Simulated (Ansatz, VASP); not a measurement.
**One calculation of FeSi, two programs**

```
Fe Si
1.0
     4.26701    0.00000    0.00000
     0.00000    4.26701    0.00000
     0.00000    0.00000    4.26701
Fe Si
4 4
Direct
  0.14020 0.14020 0.14020
  0.35980 0.85980 0.64020
  0.64020 0.35980 0.85980
  0.85980 0.64020 0.35980
  0.84252 0.84252 0.84252
  0.65748 0.15748 0.34252
  0.34252 0.65748 0.15748
  0.15748 0.34252 0.65748
```

Alike in both runs: functional PBEsol; k mesh 8 × 8 × 8; occupations gaussian, width 0.01 eV; no spin polarisation.

Ansatz relaxed the structure, and its values are those at the end. VASP's run is a single point on that final structure, the one shown.

|  | VASP | Ansatz |
| --- | --- | --- |
| version | VASP 6.6.1 | Ansatz 0.2.0 |
| potentials or method | VASP PAW PBE potentials, release 64 (Fe, Si) | scalar-relativistic, plane waves, PAW |
| plane-wave cutoff (eV) | 520 | 420 |
| valence electrons in the cell | 48 | 80 |

Ansatz gave:

* gap on the k mesh at the Fermi level (eV): 0.14
* least direct gap on the mesh (eV): 0.17
* rms of the force components (eV/Å): 0.001

What did VASP give for the same quantities?

gap on the k mesh at the Fermi level (eV): 0.14; least direct gap on the mesh (eV): 0.17; rms of the force components (eV/Å): 0.022.

The two sets of potentials don't hold the same shells in valence. Ansatz warned: «stress_scf_threshold_loose».

Caveats: the PAW data sets were made with another functional, which shifts forces and pressure a little (VASP). Spin polarisation is off, so any magnetic state and its effect on volume and gap are missing.
